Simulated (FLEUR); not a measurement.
## Fe: equation of state with BLYP

Crystal: Fe.

```xyz
1
Lattice="-1.4430 1.4430 1.4430 1.4430 -1.4430 1.4430 1.4430 1.4430 -1.4430" Properties=species:S:1:pos:R:3 pbc="T T T"
Fe    0.0000    0.0000    0.0000
```

* Program: FLEUR MaX-R8.1 (later development tree)
* Task: equation of state
* Functional: BLYP
* Potentials or basis: all-electron
* Basis: FLAPW
* Kmax: 4.58 1/bohr
* k mesh: 13 × 13 × 13
* Occupations: fermi-dirac, width 0.05 eV
* Spin: collinear spin, program default start
* Gmax: 14.2 1/bohr
* Muffin-tin radii: Fe 2.14 bohr
* lmax: Fe 9
* Local orbitals a species: Fe 5

| Property | Result |
| --- | --- |
| Equilibrium volume | 11.80 Å³/atom (rough: see the caveat) |
| Bulk modulus | 159 GPa (rough) |

Energy against volume, from the lowest point:
```
volume (Å³/atom)  energy (meV/atom)
          11.298              10.53
          11.538               1.36
          12.019               0.00
          12.499              15.22
          12.740              27.21
```

Caveat: the fit is doubtful: noisy points or a state that changes with volume.
